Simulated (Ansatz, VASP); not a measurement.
**Two plane-wave programs on Cr**

```
CELL_PARAMETERS angstrom
2.80022 0.00000 0.00000
0.00000 2.80022 0.00000
0.00000 0.00000 2.82203
ATOMIC_POSITIONS crystal
Cr 0.00000 0.00000 0.00000
Cr 0.50000 0.50000 0.50000
```

Alike in both runs: functional PBEsol; k mesh 18 × 18 × 18; occupations methfessel-paxton of order 1, width 0.1 eV; no spin polarisation.

Ansatz relaxed the structure, and its values are those at the end. VASP's run is a single point on that final structure, the one shown.

```csv
,VASP,Ansatz
version,VASP 6.6.1,Ansatz 0.2.0
potentials or method,"VASP PAW PBE potentials, release 64 (Cr_pv)","scalar-relativistic, plane waves, PAW"
plane-wave cutoff (eV),520,420
valence electrons in the cell,24,28
```

```tsv
	VASP	Ansatz	Ansatz less VASP
gap on the k mesh at the Fermi level (eV)	none	none	-
pressure (GPa)	1.5	2.1	+0.57
```

A gap of «none» marks a metal or a gap that the smearing closes. The functional is the same, so the differences come from potentials, cutoffs and numerics. The two sets of potentials don't hold the same shells in valence.

Caveats: the PAW data sets were made with another functional, which shifts forces and pressure a little (VASP); the run has no spin polarisation, though such a crystal can be magnetic. Spin polarisation is off, so any magnetic state and its effect on volume and gap are missing.
